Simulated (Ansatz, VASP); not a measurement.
## Two plane-wave programs on P

```xyz
5
Lattice="-3.1927 3.1927 2.1263 3.1927 -3.1927 2.1263 3.1927 3.1927 -2.1263" Properties=species:S:1:pos:R:3 pbc="T T T"
P     0.0000    0.0000    0.0000
P     3.1927    1.5311   -0.5840
P     1.6616    0.0000    2.7103
P     1.5311    3.1927    0.5840
P     0.0000    1.6616    1.5423
```

Alike in both runs: functional PBE; k mesh 10 × 10 × 10; occupations gaussian, width 0.1 eV; no spin polarisation.

Ansatz relaxed the structure, and its values are those at the end. VASP's run is a single point on that final structure, the one shown.

|  | VASP | Ansatz |
| --- | --- | --- |
| version | VASP 6.6.1 | Ansatz 0.2.0 |
| potentials or method | VASP PAW PBE potentials, release 64 (P) | scalar-relativistic, plane waves, PAW |
| plane-wave cutoff (eV) | 520 | 420 |
| valence electrons in the cell | 25 | 25 |

```tsv
	VASP	Ansatz	Ansatz less VASP
gap on the k mesh at the Fermi level (eV)	none	none	-
pressure (GPa)	-0.3	0.0	+0.25
rms of the force components (eV/Å)	0.020	0.005	-0.0147
```

A gap of «none» marks a metal or a gap that the smearing closes.
